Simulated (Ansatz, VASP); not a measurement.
# CeO2 in VASP and in Ansatz

INCAR

```
SYSTEM = CeO2
PREC = Accurate
ENCUT = 520
EDIFF = 1E-6
ISMEAR = 0
SIGMA = 0.05
LREAL = .FALSE.
LASPH = .TRUE.
NELM = 150
ALGO = Normal
ISIF = 2
LWAVE = .FALSE.
LCHARG = .FALSE.
LMAXMIX = 6
LDAU = .TRUE.
LDAUTYPE = 2
LDAUL = 3 -1
LDAUU = 5 0
LDAUJ = 0 0
LDAUPRINT = 1
GGA = PE
NBANDS = 19
```

The input KPOINTS:

```
regular mesh
0
G
  12 12 12
  0 0 0
```

Contents of POSCAR:

```
CeO2
1.0
    0.0000000000      2.6989366406      2.6989366406
    2.6989366406      0.0000000000      2.6989366406
    2.6989366406      2.6989366406      0.0000000000
Ce O
1 2
Direct
    0.0000000000      0.0000000000      0.0000000000
    0.2500000000      0.2500000000      0.2500000000
    0.7500000000      0.7500000000      0.7500000000
```

Input for Ansatz:

```yaml
crystal:
  lattice:
    - [0.0, 2.6989366406, 2.6989366406]
    - [2.6989366406, 0.0, 2.6989366406]
    - [2.6989366406, 2.6989366406, 0.0]
  atoms:
    - { symbol: Ce, position: [0.0, 0.0, 0.0] }
    - { symbol: O, position: [0.25, 0.25, 0.25] }
    - { symbol: O, position: [0.75, 0.75, 0.75] }
basis:
  ecutwfc: 420
  ecutrho_ratio: 4
kpoints:
  mp_grid: { grid: [12, 12, 12] }
hamiltonian:
  xc: pbe
  hubbard: { sites: [{ species: Ce, l: f, u_eff: 5.0 }] }
scf:
  occupations: { method: gaussian, width: 0.05 }
output:
  forces: true
  stress: true
  eigenvalues: true
  populations: true
  hubbard: { sites: [{ species: Ce, l: f }] }
```

Alike in both runs: task single point; functional PBE; k mesh 12 × 12 × 12; occupations gaussian, width 0.05 eV; no spin polarisation; Hubbard terms Ce f U = 5.0 eV.

```csv
,VASP,Ansatz
version,VASP 6.6.1,Ansatz 0.2.0
potentials or method,"VASP PAW PBE potentials, release 64 (Ce, O)","scalar-relativistic, plane waves, PAW"
plane-wave cutoff (eV),520,420
valence electrons in the cell,24,24
```

```tsv
	VASP	Ansatz	Ansatz less VASP
gap on the k mesh at the Fermi level (eV)	2.45	2.42	-0.022
least direct gap on the mesh (eV)	2.66	2.58	-0.074
pressure (GPa)	11.8	8.1	-3.64
```

The programs project onto different local orbitals, so the same U acts differently.

Caveats: spin-orbit coupling is left out, which moves the levels of the heavy elements. Spin polarisation is off, so any magnetic state and its effect on volume and gap are missing. A k mesh can miss the band edges.
